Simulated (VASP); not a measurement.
# NiO (Fm-3m) in VASP: settings compared

The runs below take NiO through relaxation of cell and atoms, with PBE+TS, PBEsol+D3.

All numbers are computed with VASP 6.6.1; they aren't measurements. Logs are shortened: lines on timing, memory, paths and dates and some standing lists are left out, and cuts for length are marked.

## (1) The crystal as given

Symmetry: Fm-3m, No. 225, cubic system. The conventional cell has a = 4.172 Å, b = 4.172 Å, c = 4.172 Å, α = 90.00°, β = 90.00°, γ = 90.00°. Around Ni (site symmetry m-3m) lie 6 O at 2.09 Å. O (site symmetry m-3m) is surrounded by 6 Ni at 2.09 Å.

## (2) Relaxation of cell and atoms, PBE+TS, collinear spin, ferromagnetic start

File INCAR:

```
  PREC = Accurate
  ENCUT = 600
  EDIFF = 1E-6
  ISMEAR = -1
  SIGMA = 0.05
  LREAL = False
  LASPH = True
  NELM = 100
  ALGO = Normal
  ISIF = 3
  LWAVE = False
  LCHARG = False
  ISPIN = 2
  MAGMOM = 1 0
  LORBIT = 11
  LMAXMIX = 4
  GGA = PE
  IVDW = 2
  IBRION = 2
  NSW = 40
  EDIFFG = -0.01
```

File KPOINTS:

```
regular mesh
0
Gamma
  11 11 11
```

File POSCAR:

```
NiO
1.0
    0.0000000000      2.0859016414      2.0859016414
    2.0859016414      0.0000000000      2.0859016414
    2.0859016414      2.0859016414      0.0000000000
Ni O
1 1
Direct
    0.0000000000      0.0000000000      0.0000000000
    0.5000000000      0.5000000000      0.5000000000
```

Potentials or basis: VASP PAW PBE potentials, release 64 (Ni, O).

Run with:

```bash
cat potpaw_PBE.64/Ni/POTCAR potpaw_PBE.64/O/POTCAR > POTCAR
mpirun -np 1 vasp_std > vasp.out
```

OUTCAR:

```text
PREC = Accurate
   ENCUT = 600
   EDIFF = 1E-6
   ISMEAR = -1
   LREAL = False
   LASPH = True
   NELM = 100
   ISIF = 3
   ISPIN = 2
   LORBIT = 11
   GGA = PE
   IVDW = 2
   IBRION = 2
   NSW = 40
   EDIFFG = -0.01
  IVDW =   2

 ion  position               nearest neighbor table
   1  0.000  0.000  0.000-   2 2.09   2 2.09   2 2.09   2 2.09   2 2.09   2 2.09
   2  0.500  0.500  0.500-   1 2.09   1 2.09   1 2.09   1 2.09   1 2.09   1 2.09

  LATTYP: Found a face centered cubic cell.
 ALAT       =     4.1718032828

  Lattice vectors:

 A1 = (   0.0000000000,   2.0859016414,   2.0859016414)
 A2 = (   2.0859016414,   0.0000000000,   2.0859016414)
 A3 = (   2.0859016414,   2.0859016414,   0.0000000000)

Analysis of symmetry for initial positions (statically):
=====================================================================
 Subroutine PRICEL returns:
 Original cell was already a primitive cell.

 Routine SETGRP: Setting up the symmetry group for a
 face centered cubic supercell.

 Subroutine GETGRP returns: Found 48 space group operations
 (whereof 48 operations were pure point group operations)
 out of a pool of 48 trial point group operations.

The static configuration has the point symmetry O_h .

Analysis of symmetry for dynamics (positions and initial velocities):
=====================================================================
 Subroutine PRICEL returns:
 Original cell was already a primitive cell.

 Routine SETGRP: Setting up the symmetry group for a
 face centered cubic supercell.

 Subroutine GETGRP returns: Found 48 space group operations
 (whereof 48 operations were pure point group operations)
 out of a pool of 48 trial point group operations.

The dynamic configuration has the point symmetry O_h .

Analysis of structural, dynamic, and magnetic symmetry:
=====================================================================
 Subroutine PRICEL returns:
 Original cell was already a primitive cell.

 Routine SETGRP: Setting up the symmetry group for a
 face centered cubic supercell.

 Subroutine GETGRP returns: Found 48 space group operations
 (whereof 48 operations were pure point group operations)
 out of a pool of 48 trial point group operations.

The overall configuration has the point symmetry O_h .

 Subroutine INISYM returns: Found 48 space group operations
 (whereof 48 operations are pure point group operations),
 and found     1 'primitive' translations

----------------------------------------------------------------------------------------

                                     Primitive cell

  volume of cell :      18.1515

  direct lattice vectors                    reciprocal lattice vectors
     0.000000000  2.085901641  2.085901641    -0.239704495  0.239704495  0.239704495
     2.085901641  0.000000000  2.085901641     0.239704495 -0.239704495  0.239704495
     2.085901641  2.085901641  0.000000000     0.239704495  0.239704495 -0.239704495

  length of vectors
     2.949910391  2.949910391  2.949910391     0.415180364  0.415180364  0.415180364

  position of ions in fractional coordinates (direct lattice)
     0.000000000  0.000000000  0.000000000
     0.500000000  0.500000000  0.500000000

  ion indices of the primitive-cell ions
   primitive index   ion index
                 1           1
                 2           2

----------------------------------------------------------------------------------------

 KPOINTS: regular mesh

Automatic generation of k-mesh.
 Grid dimensions read from file:
 generate k-points for:   11   11   11

 Generating k-lattice:

  Cartesian coordinates                     Fractional coordinates (reciprocal lattice)
    -0.021791318  0.021791318  0.021791318     0.090909091  0.000000000  0.000000000
     0.021791318 -0.021791318  0.021791318     0.000000000  0.090909091  0.000000000
     0.021791318  0.021791318 -0.021791318     0.000000000  0.000000000  0.090909091

  Length of vectors
     0.037743669  0.037743669  0.037743669

  Shift w.r.t. Gamma in fractional coordinates (k-lattice)
     0.000000000  0.000000000  0.000000000

 Subroutine IBZKPT returns following result:
 ===========================================

 Found     56 irreducible k-points:

 Following reciprocal coordinates:
            Coordinates               Weight
  0.000000  0.000000  0.000000      1.000000
  0.090909  0.000000  0.000000      8.000000
  0.181818  0.000000  0.000000      8.000000
  0.272727  0.000000  0.000000      8.000000
  0.363636  0.000000  0.000000      8.000000
  0.454545  0.000000  0.000000      8.000000
[... 16 lines left out ...]
 -0.272727  0.181818  0.000000     24.000000
 -0.181818  0.181818  0.000000     12.000000
 [... further k-points ...]
   k-points           NKPTS =     56   k-points in BZ     NKDIM =     56   number of bands    NBANDS=     13
   number of dos      NEDOS =    301   number of ions     NIONS =      2
   total plane-waves  NPLWV =  13824
   dimension x,y,z NGX =    24 NGY =   24 NGZ =   24
   dimension x,y,z NGXF=    48 NGYF=   48 NGZF=   48
   ions per type =               1   1
   NGX,Y,Z   is equivalent  to a cutoff of  13.53, 13.53, 13.53 a.u.
   NGXF,Y,Z  is equivalent  to a cutoff of  27.05, 27.05, 27.05 a.u.
 SYSTEM =  unknown system
   PREC   = accura    normal or accurate (medium, high low for compatibility)
   ISTART =      0    job   : 0-new  1-cont  2-samecut
   ICHARG =      2    charge: 1-file 2-atom 10-const
   ISPIN  =      2    spin polarized calculation?
   LNONCOLLINEAR =      F non collinear calculations
   LSORBIT =      F    spin-orbit coupling
   LASPH  =      T    aspherical Exc in radial PAW
   ENCUT  =  600.0 eV  44.10 Ry    6.64 a.u.   5.89  5.89  5.89*2*pi/ulx,y,z
   NELM   =    100;   NELMIN=  2; NELMDL= -5     # of ELM steps
   EDIFF  = 0.1E-05   stopping-criterion for ELM
   LREAL  =      F    real-space projection
   EDIFFG = -.1E-01   stopping-criterion for IOM
   NSW    =     40    number of steps for IOM
   IBRION =      2    ionic relax: 0-MD 1-quasi-New 2-CG
   NFREE  =      1    steps in history (QN), initial steepest desc. (CG)
   ISIF   =      3    stress and relaxation
   ISYM   =      2    0-nonsym 1-usesym 2-fastsym
   POTIM  = 0.5000    time-step for ionic-motion
   TEBEG  =    0.0;   TEEND  =   0.0 temperature during run
   PSTRESS=    0.0 pullay stress
   NELECT =      16.0000    total number of electrons
   NUPDOWN=      -1.0000    fix difference up-down
   EMIN   =  10.00;   EMAX   =-10.00  energy-range for DOS
   EFERMI =   0.00;   METHOD = LEGACY
   ISMEAR =    -1;   SIGMA  =   0.05  broadening in eV -4-tet -1-fermi 0-gaus
   EFERMI_NEDOS =   21; number of points for ismear=-14 and -15
   IALGO  =     38    algorithm
   IMIX   =      4    mixing-type and parameters
     AMIX     =   0.40;   BMIX     =  1.00
     AMIX_MAG =   1.60;   BMIX_MAG =  1.00
  volume/ion in A,a.u.               =       9.08        61.25
  Fermi-wavevector in a.u.,A,eV,Ry     =   1.569680  2.966264 33.523312  2.463894
  Thomas-Fermi vector in A             =   2.671526
   LORBIT       =     11    0 simple, 1 ext, 2 COOP (PROOUT), +10 PAW based schemes
   GGA     = PE    functional components
   LHFCALC =     F    Hartree Fock is set to
   AEXX    =    0.0000 exact exchange contribution
   IVDW    =     2    specifies the selected vdW correction
   LEPSILON=     F    determine dielectric tensor
   LRPA    =     F    only Hartree local field effects (RPA)
 conjugate gradient relaxation of ions
 spin polarized calculation
  energy-cutoff  :      600.00
  volume of cell :       18.15
 maximum number of plane-waves:       620
   NGX = 11   NGY = 11   NGZ = 11

--------------------------------------- Ionic step        1  -------------------------------------------

 number of electron      16.0000001 magnetization       1.6695230

 Free energy of the ion-electron system (eV)
  ---------------------------------------------------
  ext. energy  EPLUGINS =         0.00000000
  ---------------------------------------------------
  free energy    TOTEN  =       -11.47557761 eV

  energy without entropy =      -11.46385923  energy(sigma->0) =      -11.46971842

------------------------ aborting loop because EDIFF is reached ----------------------------------------

  Tkatchenko/Scheffler method for vdW energy calculation

  Number of pair interactions contributing to vdW energy:   86612
[... 117 lines left out ...]
--------------------------------------- Ionic step        4  -------------------------------------------

 number of electron      15.9999993 magnetization       1.6089157

 Free energy of the ion-electron system (eV)
  ---------------------------------------------------
  ext. energy  EPLUGINS =         0.00000000
  ---------------------------------------------------
  free energy    TOTEN  =       -11.46419407 eV

  energy without entropy =      -11.45239550  energy(sigma->0) =      -11.45829479

 E-fermi :   8.2152     XC(G=0): -12.7946

 val. band max:        8.2141996359   @ k =  -0.4545   0.0909   0.0000
 cond. band min:       8.2151967090   @ k =   0.4545   0.1818   0.0909
 fundamental gap:      0.0009970730
 Fermi energy:         8.2151905668

 spin component 1

 k-point     1 :       0.0000    0.0000    0.0000
  band No.  band energies     occupation
      1     -12.3895      1.00000
      2       5.0840      1.00000
      3       5.0840      1.00000
      4       5.0840      1.00000
      5       5.1517      1.00000
      6       5.1517      1.00000
      7       5.5608      1.00000
      8       5.5609      1.00000
      9       5.5609      1.00000
     10       9.8292      0.00000
     11      26.0960      0.00000
     12      27.2698      0.00000
     13      27.2698      0.00000
[... 356 lines left out ...]
      2       1.4394      1.00000
      3       2.6193      1.00000
      4       3.2472      1.00000
      5       5.7517      1.00000
      6       5.9068      1.00000
      7       6.6157      1.00000
      8       6.6316      1.00000
      9       8.1648      0.73274
     10      13.5397      0.00000
     11      20.4713      0.00000
     12      21.5324      0.00000
     13      24.7610      0.00000

 [... further k-points ...]

 spin component 2

 k-point     1 :       0.0000    0.0000    0.0000
  band No.  band energies     occupation
      1     -12.0019      1.00000
      2       5.5342      1.00000
      3       5.5342      1.00000
      4       5.5342      1.00000
      5       6.3111      1.00000
      6       6.3113      1.00000
      7       6.3114      1.00000
      8       7.4938      1.00000
      9       7.4940      1.00000
     10      10.1496      0.00000
     11      26.0439      0.00000
     12      27.4744      0.00000
     13      27.4745      0.00000
[... 369 lines left out ...]
 [... further k-points ...]

------------------------ aborting loop because EDIFF is reached ----------------------------------------

  Hirshfeld charges:
            ion         q(e)
   ------------------------------
      1     Ni       0.31385422
      2     O       -0.31385422

  Tkatchenko/Scheffler method for vdW energy calculation

  Number of pair interactions contributing to vdW energy:   87560

  Edisp (eV):   -0.69518
[... 25 lines left out ...]
  FREE ENERGIE OF THE ION-ELECTRON SYSTEM (eV)
  ---------------------------------------------------
  free  energy   TOTEN  =       -12.1593729653 eV

  energy  without entropy=      -12.1475743930  energy(sigma->0) =      -12.15347368

 reached required accuracy - stopping structural energy minimisation

 total charge

# of ion       s       p       d       tot
------------------------------------------
    1        0.337   0.418   8.274   9.030
    2        1.554   3.429   0.000   4.983
--------------------------------------------------
tot          1.891   3.847   8.274  14.013

 magnetization (x)

# of ion       s       p       d       tot
------------------------------------------
    1        0.012   0.015   1.307   1.334
    2        0.028   0.208   0.000   0.236
--------------------------------------------------
tot          0.039   0.223   1.307   1.570
```

Run time: 50 s. Hardware: 1 thread of Intel Xeon Platinum 8488C (Sapphire Rapids), shared host; peak memory 0.17 GiB.

Results:

```
Free energy                                           : -12.1594 eV
Relaxed volume                                        : 8.93 Å³/atom
Relaxed cell                                          : a = 2.934 Å, b = 2.934 Å, c = 2.934 Å, α = 60.00°, β = 60.00°, γ = 60.00°
Space group after relaxing (to 0.05 Å)                : Fm-3m (No. 225)
Energy gained by relaxing                             : 1.1 meV/atom
Ionic steps                                           : 4
Pressure after relaxing                               : 0.0 GPa
Band gap on the k mesh                                : none (metal or under the smearing width)
Net moment                                            : 1.61 μB per cell
Site moments                                          : Ni +1.33; O +0.24 μB
Valence electrons inside the program's atomic spheres : Ni 9.03; O 4.98
Hirshfeld charges                                     : Ni +0.31; O -0.31 e
Dispersion energy per atom                            : -0.348 eV
```

The path:
| step | energy change (eV) | largest force (eV/Å) | pressure (GPa) | volume (Å³) |
| --- | --- | --- | --- | --- |
| 1 | 0.0000 | 0.0000 | -2.71 | 18.15 |
| 2 | -0.0016 | 0.0000 | 1.19 | 17.75 |
| 3 | -0.0022 | 0.0000 | -0.29 | 17.89 |
| 4 | -0.0022 | 0.0000 | 0.04 | 17.86 |

Final structure:
```xyz
2
Lattice="0.0000 2.0748 2.0748 2.0748 0.0000 2.0748 2.0748 2.0748 0.0000" Properties=species:S:1:pos:R:3 pbc="T T T"
Ni    0.0000    2.0748    2.0748
O     2.0748    2.0748    2.0748
```

Levels at points of the mesh, in eV from the Fermi level:
Spin up:
```tsv
k point	band 6	band 7	band 8	band 9	band 10	band 11	band 12	band 13
(0.00, 0.00, 0.00)	-3.06	-2.65	-2.65	-2.65	1.61	17.88	19.05	19.05
```
Spin down:
| k point | band 4 | band 5 | band 6 | band 7 | band 8 | band 9 | band 10 | band 11 |
| --- | --- | --- | --- | --- | --- | --- | --- | --- |
| (0.00, 0.00, 0.00) | -2.68 | -1.90 | -1.90 | -1.90 | -0.72 | -0.72 | 1.93 | 17.83 |

Caveat: atom-pairwise D2, TS and ULG terms overbind metals; a cell with one magnetic atom can't hold antiferromagnetic order, which such compounds often take; semilocal functionals often make such compounds metallic where correlation or magnetic order opens a gap, which also shifts bond lengths; pairwise dispersion overbinds metals, which lowers pressure and volume.

## (3) Relaxation of cell and atoms, PBEsol+D3, collinear spin, ferromagnetic start

File INCAR:

```
ALGO = Normal ; EDIFF = 1E-6
EDIFFG = -0.01 ; ENCUT = 600
GGA = PS ; IBRION = 2
ISIF = 3 ; ISMEAR = -1
ISPIN = 2 ; IVDW = 11
LASPH = True ; LCHARG = False
LMAXMIX = 4 ; LORBIT = 11
LREAL = False ; LWAVE = False
MAGMOM = 1 0 ; NELM = 150
NSW = 60 ; PREC = Accurate
SIGMA = 0.05
```

File KPOINTS:

```
k-points
0
Gamma
  11 11 11
```

POSCAR is that of step 2.

Potentials or basis: VASP PAW PBE potentials, release 64 (Ni, O).

Run with:

```bash
cat potpaw_PBE.64/Ni/POTCAR potpaw_PBE.64/O/POTCAR > POTCAR
mpirun -np 1 vasp_std > vasp.out
```

Wall time 45 s (1 thread of Intel Xeon Platinum 8488C (Sapphire Rapids), shared host); peak memory 0.18 GiB.

The run converged. Its results:

- Free energy: -12.7352 eV
- Relaxed volume: 8.64 Å³/atom
- Relaxed cell: a = 2.901 Å, b = 2.901 Å, c = 2.901 Å, α = 60.00°, β = 60.00°, γ = 60.00°
- Space group after relaxing (to 0.05 Å): Fm-3m (No. 225)
- Energy gained by relaxing: 14.0 meV/atom
- Ionic steps: 3
- Pressure after relaxing: 0.0 GPa
- Band gap on the k mesh: none (metal or under the smearing width)
- Net moment: 1.21 μB per cell
- Site moments: Ni +1.01; O +0.17 μB
- Valence electrons inside the program's atomic spheres: Ni 9.14; O 4.95
- Dispersion energy per atom: -0.165 eV

The path:
| step | energy change (eV) | largest force (eV/Å) | pressure (GPa) | volume (Å³) |
| --- | --- | --- | --- | --- |
| 1 | 0.0000 | 0.0000 | -9.94 | 18.15 |
| 2 | -0.0160 | 0.0000 | 6.81 | 16.71 |
| 3 | -0.0279 | 0.0000 | 0.04 | 17.27 |

Final structure:
```xyz
2
Lattice="0.0000 2.0517 2.0517 2.0517 0.0000 2.0517 2.0517 2.0517 0.0000" Properties=species:S:1:pos:R:3 pbc="T T T"
Ni    0.0000    0.0000    0.0000
O     2.0517    2.0517    2.0517
```

Levels at points of the mesh, in eV from the Fermi level:
Spin up:
| k point | band 6 | band 7 | band 8 | band 9 | band 10 | band 11 | band 12 | band 13 |
| --- | --- | --- | --- | --- | --- | --- | --- | --- |
| (0.00, 0.00, 0.00) | -2.71 | -2.52 | -2.52 | -2.52 | 1.73 | 17.75 | 19.20 | 19.20 |
Spin down:
```csv
k point,band 5,band 6,band 7,band 8,band 9,band 10
"(0.00, 0.00, 0.00)",-1.89,-1.89,-1.89,-1.09,-1.09,1.98
```

Caveat: the PAW data sets were made with another functional, which shifts forces and pressure a little; a cell with one magnetic atom can't hold antiferromagnetic order, which such compounds often take; semilocal functionals often make such compounds metallic where correlation or magnetic order opens a gap, which also shifts bond lengths; pairwise dispersion overbinds metals, which lowers pressure and volume. With open d or f shells a metallic result of PBEsol can be an artefact of self-interaction; +U or a hybrid may open a gap.
